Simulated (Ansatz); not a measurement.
# CaSe (rocksalt): the band gap by level of theory

All numbers come from the plane-wave code Ansatz. Calculated for a static, non-magnetic cell.

CaSe built on the rocksalt prototype, relaxed with r2SCAN. The symmetry is Fm-3m (No. 225, cubic); a = 5.935 Å in the conventional setting, 26.13 Å³ an atom. Ca is surrounded by 6 Se at 2.97 Å; Se is surrounded by 6 Ca at 2.97 Å.

```cif
data_structure
_symmetry_space_group_name_H-M 'Fm-3m'
_symmetry_Int_Tables_number 225
_cell_length_a 5.9351
_cell_length_b 5.9351
_cell_length_c 5.9351
_cell_angle_alpha 90.000
_cell_angle_beta 90.000
_cell_angle_gamma 90.000
_cell_volume 209.06
loop_
_atom_site_label
_atom_site_type_symbol
_atom_site_symmetry_multiplicity
_atom_site_Wyckoff_symbol
_atom_site_fract_x
_atom_site_fract_y
_atom_site_fract_z
_atom_site_occupancy
Ca1 Ca 4 a 0.00000 0.00000 0.00000 1
Se1 Se 4 b 0.50000 0.00000 0.00000 1
```

Relaxed lattice by functional, symmetry kept:

| functional | k mesh | a (Å) | volume (Å³/atom) |
| --- | --- | --- | --- |
| PBE | 6×6×6 | 5.960 | 26.46 |
| r2SCAN | 6×6×6 | 5.935 | 26.13 |

Gaps on the r2SCAN cell, each the least over its mesh and the special points:
```json
{"level": "PBE", "k mesh": "8×8×8", "gap (eV)": "2.06", "kind": "indirect", "edges": "Γ → X", "least direct gap (eV)": "2.98", "rough cost": "2.9 core-seconds"}
{"level": "PBE+SOC", "k mesh": "8×8×8", "gap (eV)": "1.92", "kind": "indirect", "edges": "Γ → X", "least direct gap (eV)": "2.87", "rough cost": "13 core-seconds"}
{"level": "r2SCAN", "k mesh": "8×8×8", "gap (eV)": "2.52", "kind": "indirect", "edges": "Γ → X", "least direct gap (eV)": "3.46", "rough cost": "5 core-seconds"}
{"level": "HSE06", "k mesh": "6×6×6", "gap (eV)": "3.00", "kind": "indirect", "edges": "Γ → X", "least direct gap (eV)": "4.03", "rough cost": "110 core-seconds"}
{"level": "PBE0", "k mesh": "6×6×6", "gap (eV)": "3.68", "kind": "indirect", "edges": "Γ → X", "least direct gap (eV)": "4.73", "rough cost": "110 core-seconds"}
{"level": "G0W0@PBE (156 empty bands, 120 eV, 4×4×4)", "k mesh": "4×4×4", "gap (eV)": "3.65", "kind": "–", "edges": "Γ → X (mesh)", "least direct gap (eV)": "–", "rough cost": "24 core-seconds"}
```
PBE: smearing of 0.02 eV; the others have fixed occupations.
Wave cutoffs: 420 eV, 500 eV (r2SCAN).
The G0W0 gap is PBE's gap over the path plus the quasiparticle shift read on the mesh. No extrapolation in bands, cutoff or mesh was made for G0W0.
Costs come from shared machines and give only the order; PBE's includes the band path. The runs had 2 threads of Arm Neoverse V1 (shared host).

HSE06 gives an indirect gap of 3.00 eV, from Γ to X; the least direct gap is 4.03 eV at X. Spin-orbit coupling changes the PBE gap by -0.134 eV, to 1.92 eV; at Γ the threefold valence level splits into a fourfold and a twofold level 0.41 eV apart, the fourfold one on top.

Taking G0W0@PBE (156 empty bands, 120 eV, 4×4×4), PBE's least gap plus the shift on the mesh, where the gap is 3.64 eV, 3.65 eV, as the yardstick (a computed one, not at the basis limit), PBE0 comes nearest, +0.03 eV off. The others: HSE06 -0.65, r2SCAN -1.13, PBE -1.59 eV. The yardstick's own error is a tenth of an eV or more. r2SCAN covers 49 % of the step from PBE to HSE06. For gaps to 0.1 eV, spin-orbit coupling (up to 0.13 eV here) has to be included. Among these functionals the gap stays indirect.

r2SCAN (ground state on 6×6×6): The clamped-ion dielectric constant comes out as 5.08 in all directions. Born charges, averaged over directions: Ca +2.33, Se -2.33 e.

Only the levels marked +SOC include spin-orbit coupling.

The meshes of the hybrids are coarse, so their gaps aren't converged to the digits shown.
